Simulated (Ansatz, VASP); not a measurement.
Al in VASP and in Ansatz

The input INCAR:

```
ALGO     = Normal         # electronic algorithm
EDIFF    = 1E-6           # SCF threshold, eV
ENCUT    = 520            # plane-wave cutoff, eV
GGA      = CA             # functional
ISIF     = 2              # what is computed and relaxed
ISMEAR   = -1             # smearing method
LASPH    = True           # aspherical terms in the spheres
LCHARG   = False          # write CHGCAR
LREAL    = False          # projectors in reciprocal space
LWAVE    = False          # write WAVECAR
NBANDS   = 10             # bands
NELM     = 80             # most SCF steps
PREC     = Accurate       # precision mode
SIGMA    = 0.08           # smearing width, eV
```

File KPOINTS:

```
k-points
0
Gamma
  12 12 12
```

POSCAR

```
Al
1.0
    0.0000000000      2.4385120603      2.4385120603
    2.4385120603      0.0000000000      2.4385120603
    2.4385120603      2.4385120603      0.0000000000
Al
2
Direct
   -0.1250000000     -0.1250000000     -0.1250000000
    0.1250000000      0.1250000000      0.1250000000
```

Input for Ansatz:

```yaml
crystal:
  lattice:
    - [0.0, 2.4385120603, 2.4385120603]
    - [2.4385120603, 0.0, 2.4385120603]
    - [2.4385120603, 2.4385120603, 0.0]
  atoms:
    - { symbol: Al, position: [-0.125, -0.125, -0.125] }
    - { symbol: Al, position: [0.125, 0.125, 0.125] }
kpoints:
  mp_grid: { grid: [12, 12, 12] }
scf:
  occupations: { method: fermi_dirac, width: 0.08 }
hamiltonian:
  xc: lda
  pseudopotentials: { kind: all_electron, lapw: { basis_error: 0.001 } }
output:
  forces: true
  stress: true
  eigenvalues: true
  populations: true
```

Change from the starting cell: volume scaled by 0.55, LAPW.

Alike in both runs: task single point; functional LDA; k mesh 12 × 12 × 12; occupations fermi-dirac, width 0.08 eV; no spin polarisation.

|  | VASP | Ansatz |
| --- | --- | --- |
| version | VASP 6.6.1 | Ansatz 0.2.0 |
| potentials or method | VASP PAW LDA potentials, release 64 (Al) | all-electron LAPW, scalar-relativistic |
| plane-wave cutoff (eV) | 520 | see its input |

```tsv
	VASP	Ansatz	Ansatz less VASP
pressure (GPa)	77.4	76.2	-1.19
```

Ansatz ran all-electron here, so the differences hold the error of VASP's frozen core and of both bases.

Caveats: the cell as given lies far from equilibrium; so large a pressure means that the cell lies far from this level's equilibrium, or that cutoff or potentials fall short (VASP).
